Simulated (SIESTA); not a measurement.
Crystal: TiB2.

```
Ti B
1.0
     3.02920    0.00000    0.00000
    -1.51460    2.62336    0.00000
     0.00000    0.00000    3.22840
Ti B
1 2
Direct
  0.00000 0.00000 0.00000
  0.66667 0.33333 0.50000
  0.33333 0.66667 0.50000
```

Base run:

| Property | Result |
| --- | --- |
| Program | SIESTA 5.4.2 |
| Functional | vdW-DF |
| Potentials or basis | PseudoDojo 0.4 standard (PBE files) |
| Basis | DZP (energy shift 0.003 Ry; two zetas on semicore shells) |
| Grid cutoff | 800 Ry |
| Energy shift | 0.003 Ry |
| k mesh | 10 × 10 × 8 |
| Occupations | fermi-dirac, width 0.05 eV |
| Spin | no spin polarisation |

Its results: band gap on the k mesh none (metal or under the smearing width); pressure 9.0 GPa.

Problem. After a change of settings the same cell gave: band gap on the k mesh none (metal or under the smearing width); pressure 12.6 GPa. Which change was it?
A. functional from vdW-DF to vdW-DF-cx
B. functional from vdW-DF to PBE
C. functional from vdW-DF to PBE; hubbard terms from none to Ti d U = 2 eV
D. functional from vdW-DF to vdW-DF2

Solution. D.

Caveats: the potentials were made for another functional, which shifts forces and pressure; the basis of atomic orbitals isn't converged, which shifts pressures, moduli and gaps.
